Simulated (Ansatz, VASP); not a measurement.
## Two plane-wave programs on Br

File POSCAR:

```
Br
1.0
    4.5976403800      0.0000000000      0.0000000000
    0.0000000000      4.5976403800      0.0000000000
    0.0000000000      0.0000000000      4.5976403800
Br
3
Direct
    0.5000000000      0.0000000000      0.0000000000
    0.0000000000      0.5000000000      0.0000000000
    0.0000000000      0.0000000000      0.5000000000
```

INCAR.step1

```
SYSTEM = Br
  ALGO = Normal
  EDIFF = 1E-4
  ENCUT = 520
  GGA = PE
  ISMEAR = -1
  LASPH = .True.
  LCHARG = .False.
  LREAL = .False.
  LWAVE = .True.
  NBANDS = 18
  NELM = 100
  PREC = Accurate
  SIGMA = 0.25
```

The input INCAR.step2:

```
SYSTEM = Br
  ALGO = Normal
  EDIFF = 1E-6
  ENCUT = 520
  ISIF = 2
  ISMEAR = -1
  ISTART = 1
  IVDW = 13
  LASPH = .True.
  LCHARG = .False.
  LMIXTAU = .True.
  LREAL = .False.
  LWAVE = .False.
  METAGGA = R2SCAN
  NBANDS = 18
  NELM = 100
  PREC = Accurate
  SIGMA = 0.25
  VDW_A1 = 0.51559235
  VDW_A2 = 5.77342911
  VDW_S6 = 1.0
  VDW_S8 = 0.6018749
```

KPOINTS

```
k-points
0
Gamma
  5 5 5
  0 0 0
```

Input for Ansatz:

```yaml
crystal:
  lattice:
    - [4.59764038, 0.0, 0.0]
    - [0.0, 4.59764038, 0.0]
    - [0.0, 0.0, 4.59764038]
  atoms:
    - { symbol: Br, position: [0.5, 0.0, 0.0] }
    - { symbol: Br, position: [0.0, 0.5, 0.0] }
    - { symbol: Br, position: [0.0, 0.0, 0.5] }
kpoints:
  mp_grid:
    grid: [5, 5, 5]
hamiltonian:
  xc: r2scan
  dispersion: d4
scf:
  occupations:
    method: fermi_dirac
    width: 0.25
output:
  eigenvalues: true
```

Alike in both runs: task single point; functional r2SCAN; dispersion D4; k mesh 5 × 5 × 5; occupations fermi-dirac, width 0.25 eV; no spin polarisation.

|  | VASP | Ansatz |
| --- | --- | --- |
| version | VASP 6.6.1 | Ansatz 0.2.0 |
| potentials or method | VASP PAW PBE potentials, release 64 (Br) | plane waves, PAW |
| plane-wave cutoff (eV) | 520 | 500 |
| valence electrons in the cell | 21 | 21 |

|  | VASP | Ansatz | Ansatz less VASP |
| --- | --- | --- | --- |
| gap on the k mesh at the Fermi level (eV) | none | none | - |
| dispersion energy (meV/atom) | -91.0 | -91.2 | -0.14 |

A gap of «none» marks a metal or a gap that the smearing closes.

Caveats: an odd number of electrons without spin polarisation forces a metal; a magnetic or distorted state may lie lower.
